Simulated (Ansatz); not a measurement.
**Be2C: the gap against volume**

Be2C, Fm-3m, a = 4.328 Å. The structure is a COD entry; whether it is the stable form wasn't checked. Ansatz: PBE, PAW, 420 eV, Γ-centred 12×12×12 mesh on 3 atoms, Gaussian smearing 0.02 eV; no spin polarisation. Symmetry fixes shape and atoms, so the cell is only scaled; x = ln(V/V0) with V0 = 6.758 Å³/atom. The gap is read at the mesh points alone.

| x | gap y (eV) |
| --- | --- |
| -0.1278 | 1.224 |
| -0.0943 | 1.210 |
| -0.0619 | 1.196 |
| -0.0305 | ? |
| 0.0000 | 1.171 |
| 0.0296 | 1.157 |
| 0.0583 | 1.143 |
| 0.0953 | 1.125 |

Task: Fit a straight line to the other rows, give the volume deformation potential of the gap and its pressure coefficient, and predict the missing gap. B0 = 201.8 GPa.

Result: Means x = -0.01440, y = 1.1751; Σ(Δx)² = 0.04096, ΣΔxΔy = -0.01801; the slope is their ratio. y = 1.169 − 0.4397 x. The slope is the deformation potential a = dE_g/d ln V = -0.44 eV, and dE_g/dP = −a/B0 = 2.18 meV/GPa. At x = -0.0305 the fit asked for gives 1.182 eV. The run gave 1.184 eV, so the fit is 0.002 eV too low, within twice the rms miss on the fitted rows (0.001 eV).

Semilocal functionals give gaps under the measured ones; changes of the gap mostly carry over better.